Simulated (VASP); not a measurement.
# Pt in VASP: further runs

One slab, Pt, is run at these levels: LDA; tasks: single point, relaxation of the atoms.

Program: VASP 6.6.1. These are calculated values, not measurements. Logs are shortened: lines on timing, memory, paths and dates and some standing lists are left out, and cuts for length are marked.

## 1. The slab as given

The cell holds a slab with vacuum, 7 atoms: a = 2.775 Å, b = 2.775 Å, c = 28.593 Å, α = 90.00°, β = 90.00°, γ = 60.00°.

The cell was built by a generator and needn't be a form met in nature.

## 2. Single point, LDA

INCAR

```
ALGO = Fast
DIPOL = 0.5 0.5 0.500
EDIFF = 1E-6
ENCUT = 520
IDIPOL = 3
ISIF = 2
ISMEAR = 0
LASPH = T
LCHARG = T
LDIPOL = T
LELF = T
LREAL = F
LVACPOTAV = T
LVHAR = T
LWAVE = F
NBANDS = 44
NELM = 100
PREC = Accurate
SIGMA = 0.1
```

KPOINTS

```
k-points
0
Gamma
  16 16 1
```

POSCAR

```
Pt
1.0
    2.7746870094      0.0000000000      0.0000000000
    1.3873435047      2.4029494377      0.0000000000
    0.0000000000      0.0000000000     28.5931347378
Pt
7
Direct
    0.0000000000      0.0000000000      0.2668759797
    0.3333333333      0.3333333333      0.3451977872
    0.6666666667      0.6666666667      0.4225360608
    0.0000000000      0.0000000000      0.5000000005
    0.3333333333      0.3333333333      0.5774639400
    0.6666666667      0.6666666667      0.6548022122
    0.0000000000      0.0000000000      0.7331240196
```

Potentials or basis: VASP PAW LDA potentials, release 64 (Pt).

Command:

```console
> cat potpaw_LDA.64/Pt/POTCAR > POTCAR
> mpirun -np 1 vasp_std > vasp.out
```

OUTCAR:

```text
EDIFF = 1E-6
   ENCUT = 520
   ISIF = 2
   ISMEAR = 0
   LASPH = T
   LREAL = F
   NELM = 100
   PREC = Accurate

 ion  position               nearest neighbor table
   1  0.000  0.000  0.267-   2 2.75   2 2.75   2 2.75
   2  0.333  0.333  0.345-   3 2.73   3 2.73   3 2.73   1 2.75   1 2.75   1 2.75
   3  0.667  0.667  0.423-   2 2.73   2 2.73   2 2.73   4 2.73   4 2.73   4 2.73
   4  0.000  0.000  0.500-   5 2.73   5 2.73   5 2.73   3 2.73   3 2.73   3 2.73
   5  0.333  0.333  0.577-   6 2.73   6 2.73   6 2.73   4 2.73   4 2.73   4 2.73
   6  0.667  0.667  0.655-   5 2.73   5 2.73   5 2.73   7 2.75   7 2.75   7 2.75
   7  0.000  0.000  0.733-   6 2.75   6 2.75   6 2.75

  LATTYP: Found a hexagonal cell.
 ALAT       =     2.7746870094
 C/A-ratio  =    10.3049946321

  Lattice vectors:

 A1 = (  -1.3873435047,  -2.4029494377,   0.0000000000)
 A2 = (   2.7746870094,   0.0000000000,   0.0000000000)
 A3 = (   0.0000000000,   0.0000000000,  28.5931347378)

Analysis of symmetry for initial positions (statically):
=====================================================================
 Subroutine PRICEL returns:
 Original cell was already a primitive cell.

 Routine SETGRP: Setting up the symmetry group for a
 hexagonal supercell.

 Subroutine GETGRP returns: Found 12 space group operations
 (whereof 12 operations were pure point group operations)
 out of a pool of 24 trial point group operations.

The static configuration has the point symmetry D_3d.

Analysis of symmetry for dynamics (positions and initial velocities):
=====================================================================
 Subroutine PRICEL returns:
 Original cell was already a primitive cell.

 Routine SETGRP: Setting up the symmetry group for a
 hexagonal supercell.

 Subroutine GETGRP returns: Found 12 space group operations
 (whereof 12 operations were pure point group operations)
 out of a pool of 24 trial point group operations.

The dynamic configuration has the point symmetry D_3d.

 Subroutine INISYM returns: Found 12 space group operations
 (whereof 12 operations are pure point group operations),
 and found     1 'primitive' translations

----------------------------------------------------------------------------------------

                                     Primitive cell

  volume of cell :     190.6428

  direct lattice vectors                    reciprocal lattice vectors
     2.774687009  0.000000000  0.000000000     0.360401010 -0.208077620  0.000000000
     1.387343505  2.402949438  0.000000000     0.000000000  0.416155240  0.000000000
     0.000000000  0.000000000 28.593134738     0.000000000  0.000000000  0.034973430

  length of vectors
     2.774687009  2.774687009 28.593134738     0.416155240  0.416155240  0.034973430

  position of ions in fractional coordinates (direct lattice)
     0.000000000  0.000000000  0.266875980
     0.333333333  0.333333333  0.345197787
     0.666666667  0.666666667  0.422536061
     0.000000000  0.000000000  0.500000001
     0.333333333  0.333333333  0.577463940
     0.666666667  0.666666667  0.654802212
     0.000000000  0.000000000  0.733124020

  ion indices of the primitive-cell ions
   primitive index   ion index
                 1           1
                 2           2
                 3           3
                 4           4
                 5           5
                 6           6
                 7           7

----------------------------------------------------------------------------------------

 KPOINTS: k-points

Automatic generation of k-mesh.
 Grid dimensions read from file:
 generate k-points for:   16   16    1

 Generating k-lattice:

  Cartesian coordinates                     Fractional coordinates (reciprocal lattice)
     0.022525063 -0.013004851  0.000000000     0.062500000  0.000000000  0.000000000
     0.000000000  0.026009703  0.000000000     0.000000000  0.062500000  0.000000000
     0.000000000  0.000000000  0.034973430     0.000000000  0.000000000  1.000000000

  Length of vectors
     0.026009703  0.026009703  0.034973430

  Shift w.r.t. Gamma in fractional coordinates (k-lattice)
     0.000000000  0.000000000  0.000000000

 Subroutine IBZKPT returns following result:
 ===========================================

 Found     30 irreducible k-points:

 Following reciprocal coordinates:
            Coordinates               Weight
  0.000000  0.000000  0.000000      1.000000
  0.062500  0.000000  0.000000      6.000000
  0.125000  0.000000  0.000000      6.000000
  0.187500 -0.000000  0.000000      6.000000
  0.250000  0.000000  0.000000      6.000000
  0.312500  0.000000  0.000000      6.000000
[... 16 lines left out ...]
  0.375000  0.187500  0.000000      6.000000
  0.437500  0.187500  0.000000     12.000000
 [... further k-points ...]
   k-points           NKPTS =     30   k-points in BZ     NKDIM =     30   number of bands    NBANDS=     44
   number of dos      NEDOS =    301   number of ions     NIONS =      7
   total plane-waves  NPLWV = 124416
   dimension x,y,z NGX =    24 NGY =   24 NGZ =  216
   dimension x,y,z NGXF=    48 NGYF=   48 NGZF=  432
   ions per type =               7
   NGX,Y,Z   is equivalent  to a cutoff of  14.38, 14.38, 12.56 a.u.
   NGXF,Y,Z  is equivalent  to a cutoff of  28.76, 28.76, 25.12 a.u.
 SYSTEM =  unknown system
   PREC   = accura    normal or accurate (medium, high low for compatibility)
   ISTART =      0    job   : 0-new  1-cont  2-samecut
   ICHARG =      2    charge: 1-file 2-atom 10-const
   ISPIN  =      1    spin polarized calculation?
   LNONCOLLINEAR =      F non collinear calculations
   LSORBIT =      F    spin-orbit coupling
   LASPH  =      T    aspherical Exc in radial PAW
   ENCUT  =  520.0 eV  38.22 Ry    6.18 a.u.   5.16  5.16 53.16*2*pi/ulx,y,z
   NELM   =    100;   NELMIN=  2; NELMDL= -5     # of ELM steps
   EDIFF  = 0.1E-05   stopping-criterion for ELM
   LREAL  =      F    real-space projection
   EDIFFG = 0.1E-04   stopping-criterion for IOM
   NSW    =      0    number of steps for IOM
   IBRION =     -1    ionic relax: 0-MD 1-quasi-New 2-CG
   NFREE  =      0    steps in history (QN), initial steepest desc. (CG)
   ISIF   =      2    stress and relaxation
   ISYM   =      2    0-nonsym 1-usesym 2-fastsym
   POTIM  = 0.5000    time-step for ionic-motion
   TEBEG  =    0.0;   TEEND  =   0.0 temperature during run
   PSTRESS=    0.0 pullay stress
   NELECT =      70.0000    total number of electrons
   NUPDOWN=      -1.0000    fix difference up-down
   EMIN   =  10.00;   EMAX   =-10.00  energy-range for DOS
   EFERMI =   0.00;   METHOD = LEGACY
   ISMEAR =     0;   SIGMA  =   0.10  broadening in eV -4-tet -1-fermi 0-gaus
   EFERMI_NEDOS =   21; number of points for ismear=-14 and -15
   IALGO  =     68    algorithm
   IMIX   =      4    mixing-type and parameters
     AMIX     =   0.40;   BMIX     =  1.00
     AMIX_MAG =   1.60;   BMIX_MAG =  1.00
  volume/ion in A,a.u.               =      27.23       183.79
  Fermi-wavevector in a.u.,A,eV,Ry     =   1.172287  2.215302 18.697907  1.374257
  Thomas-Fermi vector in A             =   2.308718
   LORBIT       =      0    0 simple, 1 ext, 2 COOP (PROOUT), +10 PAW based schemes
   GGA     = CA    functional components
   LHFCALC =     F    Hartree Fock is set to
   AEXX    =    0.0000 exact exchange contribution
   IVDW    =     0    specifies the selected vdW correction
   LEPSILON=     F    determine dielectric tensor
   LRPA    =     F    only Hartree local field effects (RPA)
 non-spin polarized calculation
 RMM-DIIS sequential band-by-band and
 Gauss-broadening in eV      SIGMA  =   0.10
  energy-cutoff  :      520.00
  volume of cell :      190.64
 maximum number of plane-waves:      5173
 NGX is ok and might be reduce to    24
   NGX = 11   NGY = 11   NGZ =107

 dipolmoment           0.000000      0.000000      0.000000 electrons x Angstroem

 number of electron      70.0000004 magnetization

 dipolmoment           0.000000      0.000000     -0.000000 electrons x Angstroem

 Free energy of the ion-electron system (eV)
  ---------------------------------------------------
  ext. energy  EPLUGINS =         0.00000000
  ---------------------------------------------------
  free energy    TOTEN  =       -50.84574521 eV

  energy without entropy =      -50.76611732  energy(sigma->0) =      -50.80593126

 E-fermi :   3.4630     XC(G=0):  -8.1853

 val. band max:        3.4627848647   @ k =   0.1250   0.0625   0.0000
 cond. band min:       3.4663213000   @ k =   0.2500   0.0625   0.0000
 fundamental gap:      0.0035364354
 Fermi energy:         3.4630487797

 k-point     1 :       0.0000    0.0000    0.0000
  band No.  band energies     occupation
      1      -6.7959      2.00000
      2      -6.1703      2.00000
      3      -5.3129      2.00000
      4      -4.5092      2.00000
      5      -4.0960      2.00000
      6      -3.7501      2.00000
[... 36 lines left out ...]
     43       3.8587      0.00000
     44       9.1323      0.00000

 k-point     2 :       0.0625    0.0000    0.0000
  band No.  band energies     occupation
      1      -6.6573      2.00000
      2      -6.0355      2.00000
      3      -5.1806      2.00000
      4      -4.3744      2.00000
      5      -3.9671      2.00000
      6      -3.6169      2.00000
[... 36 lines left out ...]
     43       4.7830      0.00000
     44       9.2228      0.00000

 k-point     3 :       0.1250    0.0000    0.0000
  band No.  band energies     occupation
      1      -6.2554      2.00000
      2      -5.6486      2.00000
      3      -4.8068      2.00000
      4      -3.9983      2.00000
      5      -3.6082      2.00000
      6      -3.2503      2.00000
[... 976 lines left out ...]
     43      10.0181      0.00000
     44      10.9776      0.00000

 k-point    24 :       0.4375    0.1875    0.0000
  band No.  band energies     occupation
      1      -3.3355      2.00000
      2      -3.1247      2.00000
      3      -2.9991      2.00000
      4      -2.6901      2.00000
      5      -2.4192      2.00000
      6      -2.2454      2.00000
[... 36 lines left out ...]
     43      10.8841      0.00000
     44      11.6580      0.00000

 [... further k-points ...]

------------------------ aborting loop because EDIFF is reached ----------------------------------------

  FORCE on cell =-STRESS in cart. coord.  units (eV):
  Direction    XX          YY          ZZ          XY          YZ          ZX
  --------------------------------------------------------------------------------------
  -------------------------------------------------------------------------------------
  Total       -5.7956098     -5.7956098      0.4233247     -0.0000000     -0.0000000      0.0000000
  in kB      -48.7067687    -48.7067687      3.5576542     -0.0000000     -0.0000000      0.0000000
  external PRESSURE =     -31.2852944 kB  Pullay stress =       0.0000000 kB

 VOLUME and BASIS-vectors are now :
 -----------------------------------------------------------------------------
  energy-cutoff  :      520.00
  volume of cell :      190.64
      direct lattice vectors                 reciprocal lattice vectors
     2.774687009  0.000000000  0.000000000     0.360401010 -0.208077620  0.000000000
     1.387343505  2.402949438  0.000000000     0.000000000  0.416155240  0.000000000
     0.000000000  0.000000000 28.593134738     0.000000000  0.000000000  0.034973430

 POSITION                                       TOTAL-FORCE (eV/Angst)
 -----------------------------------------------------------------------------------
      0.00000      0.00000      7.63082         0.000000     -0.000000     -0.025441
      1.38734      0.80098      9.87029         0.000000     -0.000000     -0.021920
      2.77469      1.60197     12.08163        -0.000000      0.000000      0.005973
      0.00000      0.00000     14.29657         0.000000     -0.000000      0.000000
      1.38734      0.80098     16.51150        -0.000000     -0.000000     -0.005973
      2.77469      1.60197     18.72285         0.000000      0.000000      0.021920
      0.00000      0.00000     20.96231        -0.000000     -0.000000      0.025441
 -----------------------------------------------------------------------------------
    total drift:                                0.000000      0.000000     -0.000001

  FREE ENERGIE OF THE ION-ELECTRON SYSTEM (eV)
  ---------------------------------------------------
  free  energy   TOTEN  =       -50.8457452106 eV

  energy  without entropy=      -50.7661173179  energy(sigma->0) =      -50.80593126

 vacuum level on the upper side and lower side of the slab         9.487         9.487
```

It took 6.7 min on 1 thread of AMD EPYC 9R45 (Zen 5), shared host; peak memory 0.34 GiB.

What came out:

- Free energy: -50.8457 eV
- Largest force: 0.025 eV/Å
- Band gap on the k mesh: none (metal or under the smearing width)
- Work function of the upper face: 6.02 eV
- Work function of the lower face: 6.02 eV

Forces on the atoms (eV/Å):
```
Pt   0.000  0.000 -0.025
Pt   0.000  0.000 -0.022
Pt   0.000  0.000  0.006
Pt   0.000  0.000  0.000
Pt   0.000  0.000 -0.006
Pt   0.000  0.000  0.022
Pt   0.000  0.000  0.025
```

Spin-orbit coupling is left out, which matters for the levels of Pt.

## 3. Relaxation of the atoms, LDA

INCAR

```
PREC = Accurate
ENCUT = 520
EDIFF = 1E-6
ISMEAR = 0
SIGMA = 0.1
LREAL = False
LASPH = True
NELM = 100
ALGO = Fast
ISIF = 2
LWAVE = False
LCHARG = False
LDIPOL = True
IDIPOL = 3
DIPOL = 0.5 0.5 0.500
GGA = CA
IBRION = 2
NSW = 80
EDIFFG = -0.01
```

KPOINTS

```
Automatic mesh
0
Gamma
  16 16 1
```

POSCAR

```
Pt
1.0
    2.7746870094      0.0000000000      0.0000000000
    1.3873435047      2.4029494377      0.0000000000
    0.0000000000      0.0000000000     28.5931347378
Pt
7
Direct
    0.0000000000      0.0000000000      0.2623007260
    0.3333333333      0.3333333333      0.3415338173
    0.6666666667      0.6666666667      0.4207669087
    0.0000000000      0.0000000000      0.5000000000
    0.3333333333      0.3333333333      0.5792330913
    0.6666666667      0.6666666667      0.6584661827
    0.0000000000      0.0000000000      0.7376992740
```

Potentials or basis: VASP PAW LDA potentials, release 64 (Pt).

Command:

```console
> cat potpaw_LDA.64/Pt/POTCAR > POTCAR
> mpirun -np 1 vasp_std > vasp.out
```

It took 30 min on 1 thread of AMD EPYC 9R45 (Zen 5), shared host; peak memory 0.34 GiB.

Results (log left out):

```yaml
Free_energy: -50.8463 eV
Energy_gained_by_relaxing: 5.1 meV/atom
Ionic_steps: 13
Band_gap_on_the_k_mesh: none (metal or under the smearing width)
```

Step by step:
```csv
step,energy change (eV),largest force (eV/Å),pressure (GPa)
1,0.0000,0.1758,-5.83
2,-0.0049,0.1664,-5.68
3,-0.0126,0.2536,-5.20
4,-0.0158,0.2322,-5.08
5,-0.0236,0.1681,-4.70
6,-0.0311,0.1614,-3.91
7,-0.0312,0.1887,-3.78
8,-0.0340,0.1066,-3.56
9,-0.0351,0.0409,-3.37
10,-0.0351,0.0344,-3.32
11,-0.0352,0.0324,-3.31
12,-0.0353,0.0189,-3.37
13,-0.0354,0.0018,-3.45
```

Final structure:
```
Pt
1.0
     2.77469    0.00000    0.00000
     1.38734    2.40295    0.00000
     0.00000    0.00000   28.59313
Pt
7
Cartesian
  0.0000 0.0000 7.6161
  1.3873 0.8010 9.8588
  2.7747 1.6020 12.0763
  0.0000 0.0000 14.2966
  1.3873 0.8010 16.5168
  2.7747 1.6020 18.7343
  0.0000 0.0000 20.9770
```

Levels at points of the mesh, in eV from the Fermi level:
| k point | band 34 | band 35 | band 36 | band 37 | band 38 | band 39 |
| --- | --- | --- | --- | --- | --- | --- |
| (0.00, 0.00, 0.00) | -1.18 | -1.18 | -0.65 | -0.65 | -0.17 | -0.17 |
| (0.50, 0.00, 0.00) | 0.38 | 0.55 | 0.57 | 1.62 | 2.21 | 2.53 |

The run has no spin-orbit coupling, so splittings on Pt are missing.
